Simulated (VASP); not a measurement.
A run of VASP 6.6.1 is set up as follows.

The input POSCAR:

```
Mn
1.0
    2.4552367535      0.0000000000      0.0000000000
   -1.2276183767      2.1262974009      0.0000000000
    0.0000000000      0.0000000000      3.9890818696
Mn
2
Direct
    0.6666666667      0.3333333333      0.7500000000
    0.3333333333      0.6666666667      0.2500000000
```

File INCAR.step1:

```
PREC = Accurate
ENCUT = 520
ISMEAR = 0
SIGMA = 0.1
LREAL = F
LASPH = T
NELM = 150
ISPIN = 2
MAGMOM = 0.2 0.2
LMAXMIX = 4
NBANDS = 24
GGA = PE
ALGO = Normal
EDIFF = 1E-4
LWAVE = T
LCHARG = F
```

Contents of INCAR.step2:

```
PREC = Accurate
ENCUT = 520
EDIFF = 1E-7
ISMEAR = 0
SIGMA = 0.1
LREAL = F
LASPH = T
NELM = 150
ALGO = Normal
ISIF = 2
LWAVE = F
LCHARG = T
ISPIN = 2
MAGMOM = 0.2 0.2
LORBIT = 11
LMAXMIX = 4
METAGGA = R2SCAN
LMIXTAU = T
LELF = T
LVHAR = T
NBANDS = 24
ISTART = 1
```

File KPOINTS:

```
Automatic mesh
0
Gamma
  9 9 6
```

Potentials or basis: VASP PAW PBE potentials, release 64 (Mn_pv).

Launch:

```sh
$ cat potpaw_PBE.64/Mn_pv/POTCAR > POTCAR
$ cp INCAR.step1 INCAR
$ mpirun -np 1 vasp_std > vasp.out
$ cp INCAR.step2 INCAR
$ mpirun -np 1 vasp_std > vasp.out
```

What does it give for the band gap on the k mesh?

None (metal or under the smearing width).

What does it give for the net moment?

0.00 μB per cell.

Predict the pressure.

0.5 GPa.

Stress tensor (GPa, compression positive):
```
0.39 0.00 0.00
0.00 0.39 0.00
0.00 0.00 0.59
```

Caveat: the PAW data sets were made with another functional, which shifts forces and pressure a little.
